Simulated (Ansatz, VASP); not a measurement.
**RbBr: VASP beside Ansatz**

INCAR

```
PREC = Accurate
ENCUT = 520
EDIFF = 1E-6
ISMEAR = 0
SIGMA = 0.1
LREAL = F
LASPH = T
NELM = 100
ALGO = Normal
ISIF = 2
LWAVE = F
LCHARG = T
GGA = PS
LELF = T
LVHAR = T
NBANDS = 15
```

KPOINTS

```
Automatic mesh
0
Gamma
  4 4 4
```

POSCAR

```
RbBr
1.0
    0.0000000000      3.4275000000      3.4275000000
    3.4275000000      0.0000000000      3.4275000000
    3.4275000000      3.4275000000      0.0000000000
Rb Br
1 1
Direct
    0.0000000000      0.0000000000      0.0000000000
    0.5000000000      0.5000000000      0.5000000000
```

Input for Ansatz:

```yaml
crystal:
  lattice:
    - [0.0, 3.4275, 3.4275]
    - [3.4275, 0.0, 3.4275]
    - [3.4275, 3.4275, 0.0]
  atoms:
    - { symbol: Rb, position: [0.0, 0.0, 0.0] }
    - { symbol: Br, position: [0.5, 0.5, 0.5] }
basis:
  ecutwfc: 420
kpoints:
  mp_grid: { grid: [4, 4, 4] }
hamiltonian:
  xc: pbesol
scf:
  occupations: { method: gaussian, width: 0.1 }
output:
  forces: true
  stress: true
  eigenvalues: true
```

Alike in both runs: task single point; functional PBEsol; k mesh 4 × 4 × 4; occupations gaussian, width 0.1 eV; no spin polarisation.

|  | VASP | Ansatz |
| --- | --- | --- |
| version | VASP 6.6.1 | Ansatz 0.2.0 |
| potentials or method | VASP PAW PBE potentials, release 64 (Rb_sv, Br) | scalar-relativistic, plane waves, PAW |
| plane-wave cutoff (eV) | 520 | 420 |
| valence electrons in the cell | 16 | 16 |

```csv
,VASP,Ansatz,Ansatz less VASP
gap on the k mesh at the Fermi level (eV),4.21,4.21,+0.003
least direct gap on the mesh (eV),4.21,4.21,+0.003
pressure (GPa),0.0,-0.1,-0.03
```

With one functional, cell and mesh, what is left measures potentials, basis and numerics.

Caveats: the PAW data sets were made with another functional, which shifts forces and pressure a little (VASP). PBEsol gaps usually lie below the measured ones, often by a third to a half.
